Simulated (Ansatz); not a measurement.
# The 3-layer 2H-MoS2 (2H stacking) between two gates, part 2 of 2

Aim: screening and gap of the neutral 3-layer 2H-MoS2 (2H stacking) between oppositely charged gates.

Ansatz 0.2.0; plane-wave DFT, PBE-D3(BJ), Ansatz PAW (set soft_1); PAW set soft_1 (the session's first sound run).

So far, gap along the path (eV): step 3 (gated layer, displacement field 0) 1.01; step 4 (displacement field 0.905 V/nm) 0.992; step 5 (displacement field 1.81 V/nm) 0.946; step 6 (displacement field 2.71 V/nm) 0.877.

## Step 7: Gated layer, displacement field 3.62 V/nm

Input file input.yaml:

```yaml
crystal:
  lattice:
    - [3.1510324836, 0.0, 0.0]
    - [-1.5755162418, 2.7288741789, 0.0]
    - [0.0, 0.0, 61.0457126561]
  atoms:
    - { symbol: S, position: [0.3333333333, 0.6666666667, 0.3751287192] }
    - { symbol: Mo, position: [0.0, 0.0, 0.4008105557] }
    - { symbol: S, position: [0.3333333333, 0.6666666667, 0.4264644501] }
    - { symbol: S, position: [0.0, 0.0, 0.4743582032] }
    - { symbol: Mo, position: [0.3333333333, 0.6666666667, 0.5] }
    - { symbol: S, position: [0.0, 0.0, 0.5256417968] }
    - { symbol: S, position: [0.3333333333, 0.6666666667, 0.5735355499] }
    - { symbol: Mo, position: [0.0, 0.0, 0.5991894443] }
    - { symbol: S, position: [0.3333333333, 0.6666666667, 0.6248712808] }
  periodic: [true, true, false]
  symmetry: { detect: true }
kpoints:
  mp_grid: { grid: [30, 30, 1] }
  band_path:
    path: [[0, 0, 0], [0.5, 0, 0], [0.33333333, 0.33333333, 0], [0, 0, 0]]
    npoints: 16
hamiltonian:
  xc: pbe
  dispersion: d3bj
  pseudopotentials: { kind: paw, azcp: { folder: soft_1 } }
scf:
  occupations: { method: fermi_dirac, width: 0.02585 }
  convergence: { dr2_threshold: 1.0e-10 }
output:
  forces: true
  eigenvalues: true
  dos: { projected: true, e_range: [-3, 3], de: 0.01 }
  write_potential: true
  write_density: true
  volumetric_format: npy
  elf: true
external_charges:
  - { charge: 0, barrier: 10, axis: 3, height: 41.646, sigma: 0.25 }
  - { charge: -0.017198, axis: 3, height: 43.146, sigma: 0.5 }
  - { charge: 0, barrier: 10, axis: 3, height: 19.4, sigma: 0.25 }
  - { charge: 0.017198, axis: 3, height: 17.9, sigma: 0.5 }
```

On the command line:

```bash
> ansatz run input.yaml --threads 4 --pin off --max-ram 8192MiB --backend cpu --events-out ev --progress --plain --runs-dir out
```

The job ended after 4.8 min (4 threads of Arm Neoverse N1, shared host; peak memory 1.9 GiB; 19 min of CPU time).

The gap, the smaller of path and mesh, is 0.768 eV.

## Step 8: Gated layer, displacement field -1.81 V/nm

Edit input.yaml of step 7 so:

```diff
@@ -39,4 +39,4 @@
   - { charge: 0, barrier: 10, axis: 3, height: 41.646, sigma: 0.25 }
-  - { charge: -0.017198, axis: 3, height: 43.146, sigma: 0.5 }
+  - { charge: 0.008599, axis: 3, height: 43.146, sigma: 0.5 }
   - { charge: 0, barrier: 10, axis: 3, height: 19.4, sigma: 0.25 }
-  - { charge: 0.017198, axis: 3, height: 17.9, sigma: 0.5 }
+  - { charge: -0.008599, axis: 3, height: 17.9, sigma: 0.5 }
```

The job ended after 4.7 min (4 threads; peak memory 1.9 GiB; 19 min of CPU time).

The gap, the smaller of path and mesh, is 0.946 eV.

## Step 9: The series together

This step: plane-wave DFT, PBE-D3(BJ), Ansatz PAW (set soft_1); response to a displacement field between two gates; PAW set soft_1 (Ansatz 0.2.0).

The potential behind each gate is read from every run and counted from the uncharged case.

This step gave:

* electrostatic distance between the gates: 9.769 Å
* geometric distance between the gates: 25.25 Å

Electron's potential behind the upper gate less behind the lower, less the value without field. Step of the electron's potential energy between the gates against displacement field D/eps0:

```
displacement field D/eps0 (V/nm)  step of the electron's potential energy between the gates (eV)
                           -1.81                                                           -1.77
                            0.00                                                               0
                            0.90                                                           0.884
                            1.81                                                            1.77
                            2.71                                                            2.65
                            3.62                                                            3.53
```

The smaller of the gaps on the path and on the k-mesh, counted as 0 under 0.03 eV. The gap by displacement field D/eps0:

```
displacement field D/eps0 (V/nm)  gap (eV)
                           -1.81     0.946
                            0.00      1.01
                            0.90     0.992
                            1.81     0.946
                            2.71     0.877
                            3.62     0.768
```

By hand: 3.62 V/nm over the 25.25 Å between the sheets would give 9.14 V in vacuum; the run has 3.53 V, as over 9.77 Å.

## Step 10: A changed input

This step: plane-wave DFT, PBE-D3(BJ), Ansatz PAW (set soft_1) (Ansatz 0.2.0).

An input spoilt on purpose, to show how the run answers: it repeats the earlier run at 0.905 V/nm with kpoints.mp_grid.grid from [30, 30, 1] to [30, 29, 2], and scf.max_iter set to 75.

input.yaml, the sections that differ from step 8:

```yaml
kpoints:
  mp_grid: { grid: [30, 29, 2] }
  band_path:
    path: [[0, 0, 0], [0.5, 0, 0], [0.33333333, 0.33333333, 0], [0, 0, 0]]
    npoints: 16
scf:
  occupations: { method: fermi_dirac, width: 0.02585 }
  convergence: { dr2_threshold: 1.0e-10 }
  max_iter: 75
output:
  forces: true
  eigenvalues: true
  write_potential: true
  write_density: true
  volumetric_format: npy
external_charges:
  - { charge: 0, barrier: 10, axis: 3, height: 41.646, sigma: 0.25 }
  - { charge: -0.004299, axis: 3, height: 43.146, sigma: 0.5 }
  - { charge: 0, barrier: 10, axis: 3, height: 19.4, sigma: 0.25 }
  - { charge: 0.004299, axis: 3, height: 17.9, sigma: 0.5 }
# crystal, hamiltonian: as in step 8
```

Elapsed: 10 min, on 4 threads; peak memory 7.8 GiB.

Residual by cycle:

cycle, log10 residual and a bar from the least value:
```
        1        1.3 ##############################
        2        1.2 #############################
        3       -0.1 ##############
        4       -1.4 
        5       -1.2 ##
```

The run was cut off at its time limit.

After 5 cycles the residual stands at 0.057.

The fault put into the input: a mesh that breaks the symmetry.

## Step 11: The same run with other settings: scf.algorithm = "density_mixing"

Another changed input: it repeats the earlier run at 0.905 V/nm with scf.algorithm to density_mixing.

Edit input.yaml of step 10 so:

```diff
@@ -18,3 +18,3 @@
 kpoints:
-  mp_grid: { grid: [30, 29, 2] }
+  mp_grid: { grid: [30, 30, 1] }
   band_path:
@@ -29,3 +29,3 @@
   convergence: { dr2_threshold: 1.0e-10 }
-  max_iter: 75
+  algorithm: density_mixing
 output:
```

Run time: 4.4 min. Hardware: 4 threads; peak memory 1.9 GiB; 17 min of CPU time.

Numbers from this step:

```
gap along the path                                                                  : 0.9920 eV
smallest direct gap along the path                                                  : 1.616 eV
gap, the smaller of path and mesh                                                   : 0.9920 eV
potential beyond the upper barrier and gate, less the barrier, from the Fermi level : 5.247 eV
```

The electronic bands at the labelled points (eV, zero at the Fermi level of the run, which the smearing sets inside the gap):

```
  point  band 36  band 37  band 38  band 39  band 40  band 41  band 42  band 43
      Γ    -2.13    -1.44    -0.81    -0.47     1.66     1.66     1.72     1.72
halfway    -2.18    -1.94    -1.85    -1.76     0.86     1.12     1.19     1.30
      M    -1.90    -1.85    -1.77    -1.67     1.18     1.25     1.34     1.63
halfway    -2.82    -1.52    -1.41    -1.30     1.05     1.14     1.23     1.89
      K    -3.15    -1.21    -1.12    -1.00     0.61     0.68     0.77     1.48
halfway    -2.05    -1.98    -1.91    -1.82     0.52     0.81     1.12     1.33
      Γ    -2.13    -1.44    -0.81    -0.47     1.66     1.66     1.72     1.72
```

```
                                                                                quantity  this run  earlier run  difference
                                                                 gap along the path (eV)    0.9920       0.9920           0
                                                 smallest direct gap along the path (eV)     1.616        1.616           0
                                                                  gap on the k-mesh (eV)    0.9920       0.9920           0
potential beyond the upper barrier and gate, less the barrier, from the Fermi level (eV)     5.247        5.247           0
```

Nothing in the table moves by 0.01 in its unit.

## Step 12: Results

```
gap with uncharged gates                 : 1.01 eV
electrostatic distance between the gates : 9.77 Å
geometric distance between the gates     : 25.2 Å
gap at 3.62 V/nm                         : 0.768 eV
```

What this shows: The gap goes from 1.01 to 0.77 eV at 3.6 V/nm. The layers screen the field: the voltage is that of a vacuum gap 15.5 Å narrower than the real distance. The gates are charged sheets behind model barriers, not atoms. Gaps are the smaller of those on the path and on the mesh; band edges between these points would make them smaller still. Spin-orbit coupling is left out, which matters for the bands of elements this heavy.

[Logs are printed without paths, hosts, clocks, repeated set-up lines and the standing remarks that a program may print on its own settings, such as how far it seeks lower states.]

[Hosts, paths, dates, database ids (printed as entryN), source tags and the programs' standing remarks are cut or masked in the printed files.]

[Maps of the electrostatic potential energy from Ansatz leave out the sawtooth potential of an applied field or a dipole correction, so their vacuum need not be flat; planar profiles and work functions include it.]
